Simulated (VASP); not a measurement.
Set up this calculation in VASP 6.6.1, as the native input.

- Task: relaxation of cell and atoms
- Functional: PBEsol
- Potentials or basis: VASP PAW PBE potentials, release 64 (Ga_d, O)
- Cutoff: 600 eV
- k mesh: 7 × 7 × 7
- Occupations: gaussian, width 0.03 eV
- Spin: no spin polarisation
- Further INCAR settings: ALGO = Normal; EDIFF = 1e-07; IBRION = 2; EDIFFG = -0.005; NSW = 90; ISIF = 3

The structure of Ga2O3 lies in POSCAR:

```
Ga2O3                                   
1.0
    2.5018878015      1.4444655957      4.4849833012
   -2.5018878015      1.4444655957      4.4849833012
    0.0000000000     -2.8889311913      4.4849833012
  Ga              O             
     4     6
Direct
     0.3558495500548867    0.3558495500548867    0.3558495500548867
     0.1441504499451133    0.1441504499451133    0.1441504499451133
     0.6441504499451133    0.6441504499451133    0.6441504499451133
     0.8558495500548867    0.8558495500548867    0.8558495500548867
     0.5528162117844991    0.9471837882155009    0.2500000000000000
     0.2500000000000000    0.5528162117844991    0.9471837882155009
     0.9471837882155009    0.2500000000000000    0.5528162117844991
     0.4471837882155008    0.0528162117844993    0.7500000000000000
     0.7500000000000000    0.4471837882155008    0.0528162117844993
     0.0528162117844993    0.7500000000000000    0.4471837882155008
```

The input as run:

INCAR

```
  ALGO = Normal
  EDIFF = 1E-7
  EDIFFG = -0.005
  ENCUT = 600
  GGA = PS
  IBRION = 2
  ISIF = 3
  ISMEAR = 0
  KPAR = 2
  LASPH = T
  LCHARG = F
  LREAL = F
  LWAVE = F
  NELM = 80
  NSW = 90
  PREC = Accurate
  SIGMA = 0.03
```

KPOINTS

```
k-points
0
Gamma
  7 7 7
```

Potentials or basis: VASP PAW PBE potentials, release 64 (Ga_d, O).

Launch:

```console
$ cat potpaw_PBE.64/Ga_d/POTCAR potpaw_PBE.64/O/POTCAR > POTCAR
$ mpirun -np 2 vasp_std > vasp.out
```

It gave:

The relaxed volume is 9.72 Å³/atom and the relaxed cell is a = 5.334 Å, b = 5.334 Å, c = 5.334 Å, α = 55.94°, β = 55.94°, γ = 55.94°. The space group after relaxing (to 0.05 Å) is R-3c (No. 167). The energy gained by relaxing is 0.0 meV/atom. The ionic steps are 2 and the pressure after relaxing is 0.0 GPa. The band gap on the k mesh is 2.69 eV, indirect (least direct gap 2.94 eV).

Caveat: the PAW data sets were made with another functional, which shifts forces and pressure a little; an odd mesh through Γ misses points on the zone boundary, where band edges often lie.

It took 3 min on 2 MPI ranks on Intel(R) Xeon(R) 6975P-C (Granite Rapids) (shared host), peak memory 0.44 GiB a rank.
